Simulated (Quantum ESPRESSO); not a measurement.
# PbSe (Clausthalite) (Fm-3m) in Quantum ESPRESSO: settings compared, part 3 of 4

Quantum ESPRESSO 7.5. The steps go on from the part before.

### Step 4. Band structure, PBE

pw.in

```
&CONTROL
  calculation = 'scf'
  prefix = 'pwscf'
  outdir = './tmp'
  pseudo_dir = './pseudo'
  tprnfor = .true.
  tstress = .true.
  disk_io = 'low'
/
&SYSTEM
  ibrav = 0
  A = 4.32841274
  nat = 2
  ntyp = 2
  ecutwfc = 70
  nbnd = 16
  occupations = 'smearing'
  smearing = 'fd'
  degauss = 0.00367493
/
&ELECTRONS
  conv_thr = 4d-10
  electron_maxstep = 120
  mixing_beta = 0.5
/
ATOMIC_SPECIES
Pb   207.2000 Pb_ONCV_PBE-1.2.upf
Se    78.9710 Se_ONCV_PBE-1.2.upf
CELL_PARAMETERS alat
   0.0000000000    0.7071067811    0.7071067811
   0.7071067811    0.0000000000    0.7071067811
   0.7071067811    0.7071067811    0.0000000000
ATOMIC_POSITIONS alat
Pb     0.0000000000    0.0000000000    0.0000000000
Se     0.7071067811    0.7071067811    0.7071067811
K_POINTS automatic
8 8 8 0 0 0
```

bands.in

```
&CONTROL
  calculation = 'bands'
  prefix = 'pwscf'
  outdir = './tmp'
  pseudo_dir = './pseudo'
  disk_io = 'low'
  verbosity = 'high'
/
&SYSTEM
  ibrav = 0
  A = 4.32841274
  nat = 2
  ntyp = 2
  ecutwfc = 70
  nbnd = 16
  occupations = 'smearing'
  smearing = 'fd'
  degauss = 0.00367493
/
&ELECTRONS
  conv_thr = 1d-08
  electron_maxstep = 120
  mixing_beta = 0.5
  diago_full_acc = .true.
  startingwfc = 'random'
/
ATOMIC_SPECIES
Pb   207.2000 Pb_ONCV_PBE-1.2.upf
Se    78.9710 Se_ONCV_PBE-1.2.upf
CELL_PARAMETERS alat
   0.0000000000    0.7071067811    0.7071067811
   0.7071067811    0.0000000000    0.7071067811
   0.7071067811    0.7071067811    0.0000000000
ATOMIC_POSITIONS alat
Pb     0.0000000000    0.0000000000    0.0000000000
Se     0.7071067811    0.7071067811    0.7071067811
K_POINTS crystal
60
 0.0000000000  0.0000000000  0.0000000000 1
 0.0625000000  0.0000000000  0.0625000000 1
 0.1250000000  0.0000000000  0.1250000000 1
 0.1875000000  0.0000000000  0.1875000000 1
 0.2500000000  0.0000000000  0.2500000000 1
 0.3125000000  0.0000000000  0.3125000000 1
 0.3750000000  0.0000000000  0.3750000000 1
 0.4375000000  0.0000000000  0.4375000000 1
 0.5000000000  0.0000000000  0.5000000000 1
 0.5000000000  0.0625000000  0.5625000000 1
 0.5000000000  0.1250000000  0.6250000000 1
 0.5000000000  0.1875000000  0.6875000000 1
 0.5000000000  0.2500000000  0.7500000000 1
 0.4375000000  0.3125000000  0.7500000000 1
 0.3750000000  0.3750000000  0.7500000000 1
 0.3375000000  0.3375000000  0.6750000000 1
 0.3000000000  0.3000000000  0.6000000000 1
 0.2625000000  0.2625000000  0.5250000000 1
 0.2250000000  0.2250000000  0.4500000000 1
 0.1875000000  0.1875000000  0.3750000000 1
 0.1500000000  0.1500000000  0.3000000000 1
 0.1125000000  0.1125000000  0.2250000000 1
 0.0750000000  0.0750000000  0.1500000000 1
 0.0375000000  0.0375000000  0.0750000000 1
 0.0000000000  0.0000000000  0.0000000000 1
 0.0625000000  0.0625000000  0.0625000000 1
 0.1250000000  0.1250000000  0.1250000000 1
 0.1875000000  0.1875000000  0.1875000000 1
 0.2500000000  0.2500000000  0.2500000000 1
 0.3125000000  0.3125000000  0.3125000000 1
 0.3750000000  0.3750000000  0.3750000000 1
 0.4375000000  0.4375000000  0.4375000000 1
 0.5000000000  0.5000000000  0.5000000000 1
 0.5250000000  0.4500000000  0.5250000000 1
 0.5500000000  0.4000000000  0.5500000000 1
 0.5750000000  0.3500000000  0.5750000000 1
 0.6000000000  0.3000000000  0.6000000000 1
 0.6250000000  0.2500000000  0.6250000000 1
 0.5833333333  0.2500000000  0.6666666667 1
 0.5416666667  0.2500000000  0.7083333333 1
 0.5000000000  0.2500000000  0.7500000000 1
 0.5000000000  0.2857142857  0.7142857143 1
 0.5000000000  0.3214285714  0.6785714286 1
 0.5000000000  0.3571428571  0.6428571429 1
 0.5000000000  0.3928571429  0.6071428571 1
 0.5000000000  0.4285714286  0.5714285714 1
 0.5000000000  0.4642857143  0.5357142857 1
 0.5000000000  0.5000000000  0.5000000000 1
 0.4821428571  0.4821428571  0.5357142857 1
 0.4642857143  0.4642857143  0.5714285714 1
 0.4464285714  0.4464285714  0.6071428571 1
 0.4285714286  0.4285714286  0.6428571429 1
 0.4107142857  0.4107142857  0.6785714286 1
 0.3928571429  0.3928571429  0.7142857143 1
 0.3750000000  0.3750000000  0.7500000000 1
 0.6250000000  0.2500000000  0.6250000000 1
 0.5937500000  0.1875000000  0.5937500000 1
 0.5625000000  0.1250000000  0.5625000000 1
 0.5312500000  0.0625000000  0.5312500000 1
 0.5000000000  0.0000000000  0.5000000000 1
```

Potentials or basis: SG15 PBE 1.2.

The run is started by

```bash
> OMP_NUM_THREADS=1 pw.x -in pw.in > pw.out
> OMP_NUM_THREADS=1 pw.x -in bands.in > bands.out
```

pw.out:

```text
This program is part of the open-source Quantum ESPRESSO suite
     for quantum simulation of materials; please cite
[... 9 lines left out ...]
     --------------------
     sticks:   dense  smooth     PW     G-vecs:    dense   smooth      PW
     Sum        1285    1285    379                30731    30731    4909

     Using Slab Decomposition

     bravais-lattice index     =            0
     lattice parameter (alat)  =       8.1795  a.u.
     unit-cell volume          =     386.9614 (a.u.)^3
     number of atoms/cell      =            2
     number of atomic types    =            2
     number of electrons       =        20.00
     number of Kohn-Sham states=           16
     kinetic-energy cutoff     =      70.0000  Ry
     charge density cutoff     =     280.0000  Ry
     scf convergence threshold =      4.0E-10
     mixing beta               =       0.5000
     number of iterations used =            8  plain     mixing
     Exchange-correlation= PBE
                           (   1   4   3   4   0   0   0)

     celldm(1)=   8.179515  celldm(2)=   0.000000  celldm(3)=   0.000000
     celldm(4)=   0.000000  celldm(5)=   0.000000  celldm(6)=   0.000000

     crystal axes: (cart. coord. in units of alat)
               a(1) = (   0.000000   0.707107   0.707107 )
               a(2) = (   0.707107   0.000000   0.707107 )
               a(3) = (   0.707107   0.707107   0.000000 )

     reciprocal axes: (cart. coord. in units 2 pi/alat)
               b(1) = ( -0.707107  0.707107  0.707107 )
               b(2) = (  0.707107 -0.707107  0.707107 )
               b(3) = (  0.707107  0.707107 -0.707107 )

     PseudoPot. # 1 for Pb read from file:
     Pb_ONCV_PBE-1.2.upf
     Pseudo is Norm-conserving, Zval = 14.0
     Generated using ONCVPSP code by D. R. Hamann
     Using radial grid of  602 points,  8 beta functions with:
                l(1) =   0
                l(2) =   0
                l(3) =   1
                l(4) =   1
                l(5) =   2
                l(6) =   2
                l(7) =   3
                l(8) =   3

     PseudoPot. # 2 for Se read from file:
     Se_ONCV_PBE-1.2.upf
     Pseudo is Norm-conserving, Zval =  6.0
     Generated using ONCVPSP code by D. R. Hamann
     Using radial grid of  602 points,  6 beta functions with:
                l(1) =   0
                l(2) =   0
                l(3) =   1
                l(4) =   1
                l(5) =   2
                l(6) =   2

     atomic species   valence    mass     pseudopotential
     Pb               14.00   207.20000     Pb( 1.00)
     Se                6.00    78.97100     Se( 1.00)

     48 Sym. Ops., with inversion, found

   Cartesian axes

     site n.     atom                  positions (alat units)
         1        Pb     tau(   1) = (   0.0000000   0.0000000   0.0000000  )
         2        Se     tau(   2) = (   0.7071068   0.7071068   0.7071068  )

     number of k points=    29  Fermi-Dirac smearing, width (Ry)=  0.0037
                       cart. coord. in units 2pi/alat
        k(    1) = (   0.0000000   0.0000000   0.0000000), wk =   0.0039062
        k(    2) = (   0.0883883   0.0883883  -0.0883883), wk =   0.0312500
        k(    3) = (   0.1767767   0.1767767  -0.1767767), wk =   0.0312500
        k(    4) = (   0.2651650   0.2651650  -0.2651650), wk =   0.0312500
        k(    5) = (  -0.3535534  -0.3535534   0.3535534), wk =   0.0156250
        k(    6) = (   0.1767767   0.0000000   0.0000000), wk =   0.0234375
[... 21 lines left out ...]
        k(   28) = (  -0.7071068   0.1767767   0.0000000), wk =   0.0468750
        k(   29) = (  -0.7071068   0.3535534   0.0000000), wk =   0.0234375

     Dense  grid:    30731 G-vectors     FFT dimensions: (  45,  45,  45)

     Initial potential from superposition of free atoms

     starting charge      19.8800, renormalised to      20.0000
     Starting wfcs are random

     Self-consistent Calculation

     iteration #  1     ecut=    70.00 Ry     beta= 0.50
     Davidson diagonalization with overlap
     ethr =  1.00E-02,  avg # of iterations =  8.3

     Threshold (ethr) on eigenvalues was too large:
     Diagonalizing with lowered threshold

     Davidson diagonalization with overlap
     ethr =  4.78E-04,  avg # of iterations =  3.1

     total energy              =    -131.85877768 Ry
     estimated scf accuracy    <       0.09126574 Ry
[... 50 lines left out ...]
     iteration #  9     ecut=    70.00 Ry     beta= 0.50
     Davidson diagonalization with overlap
     ethr =  8.00E-12,  avg # of iterations =  1.0

     End of self-consistent calculation

          k = 0.0000 0.0000 0.0000 (  3839 PWs)   bands (ev):

    -8.0945  -8.0945  -8.0945  -8.0893  -8.0893  -4.8419   2.4444   6.8798
     6.8798   6.8798  13.4611  13.4611  13.4611  15.2806  15.2806  15.2806
[... 48 lines left out ...]
    -8.1089  -8.1056  -8.0908  -8.0770  -8.0701  -4.1707   0.8427   6.0980
     7.3672   8.3055   9.9593  10.8783  12.6305  15.6618  16.3716  18.2127

          k = 0.0000-0.1768 0.1768 (  3829 PWs)   bands (ev):

    -8.0984  -8.0979  -8.0936  -8.0874  -8.0788  -4.5344   1.5789   6.4048
     7.2162   7.7494  11.1189  11.7097  13.0166  15.3135  15.6702  16.7625

          k = 0.3536 0.0000 0.0000 (  3831 PWs)   bands (ev):
[... 16 lines left out ...]
    -8.1502  -8.0985  -8.0838  -8.0724  -8.0618  -3.5642   0.3552   4.9096
     6.6225   7.1991  10.9425  11.5820  13.4122  16.2137  17.6548  17.9601

          k = 0.0000-0.3536 0.3536 (  3803 PWs)   bands (ev):

    -8.1280  -8.1036  -8.0837  -8.0725  -8.0711  -3.8256   0.5182   5.2427
     7.1476   7.9886  10.1360  10.9287  13.1982  16.7887  16.8578  18.2819

          k = 0.5303 0.0000-0.0000 (  3840 PWs)   bands (ev):
[... 56 lines left out ...]
    -8.1804  -8.0896  -8.0821  -8.0821  -8.0498  -3.3796   0.7359   4.5270
     4.5270   7.9641  10.6389  13.7046  13.7046  16.4841  16.4841  20.5752

     the Fermi energy is     8.8995 ev

!    total energy              =    -131.88530344 Ry
     estimated scf accuracy    <          1.1E-10 Ry
     smearing contrib. (-TS)   =      -0.00002469 Ry
     internal energy E=F+TS    =    -131.88527875 Ry

     The total energy is F=E-TS. E is the sum of the following terms:
     one-electron contribution =     -31.89500886 Ry
     hartree contribution      =      25.96053458 Ry
     xc contribution           =     -18.17000079 Ry
     ewald contribution        =    -107.78080369 Ry

     convergence has been achieved in   9 iterations

     Forces acting on atoms (cartesian axes, Ry/au):

     atom    1 type  1   force =     0.00000000    0.00000000    0.00000000
     atom    2 type  2   force =     0.00000000    0.00000000    0.00000000

     Total force =     0.000000     Total SCF correction =     0.000000

     Computing stress (Cartesian axis) and pressure

          total   stress  (Ry/bohr**3)                   (kbar)     P=       24.02
   0.00016328   0.00000000   0.00000000           24.02        0.00        0.00
   0.00000000   0.00016328   0.00000000            0.00       24.02        0.00
  -0.00000000   0.00000000   0.00016328           -0.00        0.00       24.02

=------------------------------------------------------------------------------=
   JOB DONE.
=------------------------------------------------------------------------------=
```

bands.out:

```text
This program is part of the open-source Quantum ESPRESSO suite
     for quantum simulation of materials; please cite
         "P. Giannozzi et al., J. Phys.:Condens. Matter 21 395502 (2009);
         "P. Giannozzi et al., J. Phys.:Condens. Matter 29 465901 (2017);
         "P. Giannozzi et al., J. Chem. Phys. 152 154105 (2020);
     in publications or presentations arising from this work. More details at
[... 862 lines left out ...]
          k = 0.0000 0.7071 0.0000 (  3860 PWs)   bands (ev):
[... 256 lines left out ...]
    -8.2165  -8.1126  -8.0704  -8.0499  -8.0499  -3.4088   1.3684   3.7731
     5.5228   5.5228  12.4525  14.3602  14.3602  14.7983  20.0952  20.4054

=------------------------------------------------------------------------------=
   JOB DONE.
=------------------------------------------------------------------------------=
```

Run time: 79 s. Hardware: 1 thread of Arm Neoverse V2, shared host; peak memory 0.09 GiB.

What came out:

```yaml
Free_energy: -1794.3910 eV
Pressure: 2.4 GPa
Band_gap_on_the_k_mesh: 0.28 eV, direct
Band_gap_along_the_path: 0.28 eV, direct
```

Levels at the corners of the path, in eV from the valence-band top:
| point | band 6 | band 7 | band 8 | band 9 | band 10 | band 11 | band 12 | band 13 | band 14 | band 15 |
| --- | --- | --- | --- | --- | --- | --- | --- | --- | --- | --- |
| Γ | -13.60 | -6.31 | -1.88 | -1.88 | -1.88 | 4.70 | 4.70 | 4.70 | 6.52 | 6.52 |
| X | -12.17 | -7.39 | -4.98 | -3.23 | -3.23 | 3.69 | 5.60 | 5.60 | 6.04 | 11.34 |
| W | -12.14 | -8.02 | -4.23 | -4.23 | -0.79 | 1.88 | 4.95 | 4.95 | 7.73 | 7.73 |
| K | -12.18 | -8.04 | -4.58 | -2.73 | -2.40 | 3.39 | 4.01 | 5.44 | 5.83 | 10.12 |
| Γ | -13.60 | -6.31 | -1.88 | -1.88 | -1.88 | 4.70 | 4.70 | 4.70 | 6.52 | 6.52 |
| L | -12.54 | -8.81 | -1.47 | -1.47 | 0.00 | 0.28 | 1.69 | 1.69 | 8.56 | 10.17 |
| U | -12.18 | -8.04 | -4.58 | -2.73 | -2.40 | 3.39 | 4.01 | 5.44 | 5.83 | 10.12 |
| W | -12.14 | -8.02 | -4.23 | -4.23 | -0.79 | 1.88 | 4.95 | 4.95 | 7.73 | 7.73 |
| L | -12.54 | -8.81 | -1.47 | -1.47 | 0.00 | 0.28 | 1.69 | 1.69 | 8.56 | 10.17 |
| K | -12.18 | -8.04 | -4.58 | -2.73 | -2.40 | 3.39 | 4.01 | 5.44 | 5.83 | 10.12 |
| U | -12.18 | -8.04 | -4.58 | -2.73 | -2.40 | 3.39 | 4.01 | 5.44 | 5.83 | 10.12 |
| X | -12.17 | -7.39 | -4.98 | -3.23 | -3.23 | 3.69 | 5.60 | 5.60 | 6.04 | 11.34 |

Caveat: spin-orbit coupling is left out, which as a rule narrows the gap of such compounds by several tenths of an eV.

(Part 3 of 4 ends here.)
